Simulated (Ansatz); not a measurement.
# Hf2C(OH)2 MXene bilayer (AA) in a perpendicular field, part 3 of 3

What dipole does a perpendicular field induce in the Hf2C(OH)2 MXene bilayer (AA)? A positive field points along +c.

Ansatz 0.2.0; plane-wave DFT, r2SCAN-D4, Ansatz PAW.

So far. Step 7 (Single point, field 0.2 V/Å): The dipole is 0.237 e·Å. Step 8 (Atoms held, field 0.3 V/Å): The dipole is 0.357 e·Å.

### Step 9. Response, atoms held

This step: plane-wave DFT, r2SCAN-D4, Ansatz PAW; response to a field along the normal, atoms held (Ansatz 0.2.0).

The dipoles give the slope, and the difference of two potentials shows where the field is screened.

Numbers from this step:

* equivalent conductor thickness p/(ε₀AE): 23.29 Å
* distance between the outer atoms: 16.67 Å

The dipole of the cell by applied field:

```tsv
applied field (V/Å)	dipole of the cell (e·Å)
-0.050	-0.0592
0.000	-5.1e-7
0.050	0.0592
0.100	0.119
0.200	0.237
0.300	0.357
```

Local field over the applied field, running mean. From the potentials at -0.05 and 0.05 V/Å; running mean over 2.5 Å. The local field over applied field by z:

z (Å), local field over applied field and a bar from the least value:
```
      4.5      0.903 ##############################
      5.0      0.840 ############################
      5.5      0.749 ##########################
      6.0      0.625 ######################
      6.5      0.470 ##################
      7.0      0.292 #############
      7.5      0.113 ########
      8.0     -0.033 ####
      8.5     -0.128 #
      9.0     -0.174 
      9.5     -0.175 
     10.0     -0.149 #
     10.5     -0.111 ##
     11.0     -0.079 ###
     11.5     -0.051 ####
     12.0     -0.027 ####
     12.5     -0.007 #####
     13.0     -0.001 #####
     13.5     -0.001 #####
     14.0     -0.003 #####
     14.5     -0.006 #####
     15.0     -0.008 #####
     15.5     -0.009 #####
     16.0     -0.009 #####
     16.5     -0.010 #####
     17.0     -0.011 #####
     17.5     -0.012 #####
     18.0     -0.010 #####
     18.5     -0.010 #####
     19.0     -0.009 #####
     19.5     -0.008 #####
     20.0     -0.007 #####
     20.5     -0.004 #####
     21.0     -0.002 #####
     21.5     -0.001 #####
     22.0     -0.003 #####
     22.5     -0.019 ####
     23.0     -0.043 ####
     23.5     -0.068 ###
     24.0     -0.100 ##
     24.5     -0.136 #
     25.0     -0.169 
     25.5     -0.178 
     26.0     -0.150 #
     26.5     -0.071 ###
     27.0      0.057 #######
     27.5      0.229 ###########
     28.0      0.410 ################
     28.5      0.575 #####################
     29.0      0.710 #########################
     29.5      0.812 ###########################
     30.0      0.884 #############################
```

Electrons, planar mean, per unit field. Table of induced electron density by z:

z (Å), induced electron density (e/Å³ per V/Å) and a bar from the least value:
```
      4.5    0.00047 ##################
      5.0    0.00076 ####################
      5.5    0.00113 ######################
      6.0    0.00156 #########################
      6.5    0.00199 ############################
      7.0    0.00231 ##############################
      7.5    0.00238 ##############################
      8.0    0.00198 ############################
      8.5    0.00080 ####################
      9.0   -0.00090 #########
      9.5   -0.00019 ##############
     10.0   -0.00108 ########
     10.5    0.00033 #################
     11.0   -0.00059 ###########
     11.5   -0.00064 ###########
     12.0   -0.00014 ##############
     12.5   -0.00007 ###############
     13.0    0.00001 ###############
     13.5    0.00011 ################
     14.0    0.00006 ###############
     14.5   -0.00005 ###############
     15.0    0.00003 ###############
     15.5   -0.00001 ###############
     16.0    0.00005 ###############
     16.5    0.00001 ###############
     17.0   -0.00001 ###############
     17.5    0.00001 ###############
     18.0    0.00000 ###############
     18.5   -0.00005 ###############
     19.0   -0.00002 ###############
     19.5    0.00000 ###############
     20.0    0.00004 ###############
     20.5    0.00001 ###############
     21.0   -0.00016 ##############
     21.5   -0.00003 ###############
     22.0    0.00006 ###############
     22.5    0.00009 ################
     23.0    0.00033 #################
     23.5    0.00089 #####################
     24.0   -0.00014 ##############
     24.5    0.00053 ##################
     25.0   -0.00009 ##############
     25.5    0.00095 #####################
     26.0   -0.00016 ##############
     26.5   -0.00168 ####
     27.0   -0.00230 
     27.5   -0.00238 
     28.0   -0.00212 ##
     28.5   -0.00171 ####
     29.0   -0.00128 #######
     29.5   -0.00088 #########
     30.0   -0.00056 ###########
```

By hand: between -0.05 and 0.05 V/Å the dipole changes by 0.1185 e·Å, a slope of 1.185 e·Å²/V. A perfect conductor of thickness t has p = ε₀AEt, so t = 180.95 × 1.185 / 9.208 = 23.29 Å (e/ε₀ = 180.95 V·Å, A in Å²).

The induced dipole is that of a conductor 23.29 Å thick.

### Step 10. The same run with other settings

This step: plane-wave DFT, r2SCAN-D4, Ansatz PAW (Ansatz 0.2.0).

A run with a changed input: it repeats the earlier run at 0.05 V/Å with total_charge to 1.

File input.yaml:

```yaml
crystal:
  lattice:
    - [3.2606694058, 0.0, 0.0]
    - [-1.6303347029, 2.8238225387, 0.0]
    - [0.0, 0.0, 34.672337186]
  atoms:
    - { symbol: H, position: [0.3333333333, 0.6666666667, 0.2595729256] }
    - { symbol: O, position: [0.3333333333, 0.6666666667, 0.2874374239] }
    - { symbol: Hf, position: [0.6666666667, 0.3333333333, 0.326054003] }
    - { symbol: C, position: [0.0, 0.0, 0.360898095] }
    - { symbol: Hf, position: [0.3333333333, 0.6666666667, 0.3960466408] }
    - { symbol: O, position: [0.6666666667, 0.3333333333, 0.4338495952] }
    - { symbol: H, position: [0.6666666667, 0.3333333333, 0.4619154247] }
    - { symbol: H, position: [0.3333333333, 0.6666666667, 0.5380845753] }
    - { symbol: O, position: [0.3333333333, 0.6666666667, 0.5661504048] }
    - { symbol: Hf, position: [0.6666666667, 0.3333333333, 0.6039533592] }
    - { symbol: C, position: [0.0, 0.0, 0.639101905] }
    - { symbol: Hf, position: [0.3333333333, 0.6666666667, 0.673945997] }
    - { symbol: O, position: [0.6666666667, 0.3333333333, 0.7125625761] }
    - { symbol: H, position: [0.6666666667, 0.3333333333, 0.7404270744] }
kpoints:
  mp_grid: { grid: [18, 18, 1] }
  band_path:
    path: [[0, 0, 0], [0.5, 0, 0], [0.33333333, 0.33333333, 0], [0, 0, 0]]
    npoints: 16
hamiltonian:
  xc: r2scan
  dispersion: d4
scf:
  occupations: { method: fermi_dirac, width: 0.02585 }
  convergence: { dr2_threshold: 1.0e-10 }
efield:
  axis: 3
  dipole_correction: true
  ramp_position: 0.97
  ramp_width: 0.06
  amplitude: 0.05
output:
  write_potential: true
  write_density: true
  volumetric_format: npy
total_charge: 1
```

The run is started by

```
ansatz run input.yaml --threads 4 --pin off --max-ram 12288MiB --backend cpu --events-out ev --progress --plain --runs-dir out
```

The log of the run:

```text
Error: efield: with total_charge ≠ 0 without external_charges — the saw-weighted dipole of a charged cell depends on the ramp position (the isolated-slab reference a dipole correction restores does not exist for a charged slab), so the field energy is ill-defined under the jellium convention; neutralise the cell or drop the efield: block, which crystal.periodic lets a charged slab do
```

Run time: 0.02 s. Hardware: 4 threads of Intel Xeon Platinum 8559C (Emerald Rapids), shared host; peak memory 0.041 GiB.

The program refused the input before any cycle.

The program's message: “Error: efield: with total_charge ≠ 0 without external_charges — the saw-weighted dipole of a charged cell depends on the ramp position (the isolated-slab reference a dipole correction restores does no …”

### Step 11. Varying the input

Another changed input: it repeats the earlier run at 0.05 V/Å with basis.ecutwfc to 58.8 Ry and total_charge to 1.

Changes to input.yaml since step 10:

```diff
@@ -41,2 +41,4 @@
   volumetric_format: npy
+basis:
+  ecutwfc: "58.8 Ry"
 total_charge: 1
```

The log of the run:

```text
Error: efield: with total_charge ≠ 0 without external_charges — the saw-weighted dipole of a charged cell depends on the ramp position (the isolated-slab reference a dipole correction restores does not exist for a charged slab), so the field energy is ill-defined under the jellium convention; neutralise the cell or drop the efield: block, which crystal.periodic lets a charged slab do
```

It took 0.02 s on 4 threads; peak memory 0.041 GiB.

The input was rejected at the start.

The program's message: “Error: efield: with total_charge ≠ 0 without external_charges — the saw-weighted dipole of a charged cell depends on the ramp position (the isolated-slab reference a dipole correction restores does no …”

### Step 12. Results

```
gap without field                          : none
work function, upper face                  : 2.36 eV
equivalent conductor thickness, atoms held : 23.3 Å
```

**Reading.** The induced dipole equals that of a perfect conductor 23.29 Å thick, while the outer atoms lie 16.67 Å apart. There is no gap over 0.03 eV, with or without the field. The main runs have no spin polarisation; a magnetic state could lie lower and would change these results. Spin-orbit coupling is left out, which matters for the bands of elements this heavy. In 4 runs of the series (0.1 V/Å, 0.2 V/Å, 0.3 V/Å and response) the program warns that electrons reach the sawtooth's ramp, which makes dipole and work function less sure. The MXene's terminations sit over the metal atoms of its far layer; the site over carbon or nitrogen, which some compounds prefer, was not run.

[Logs are printed without paths, hosts, clocks, repeated set-up lines and the standing remarks that a program may print on its own settings, such as how far it seeks lower states.]

[Hosts, paths, dates, database ids (printed as entryN), source tags and the programs' standing remarks are cut or masked in the printed files.]

[Maps of the electrostatic potential energy from Ansatz leave out the sawtooth potential of an applied field or a dipole correction, so their vacuum need not be flat; planar profiles and work functions include it.]
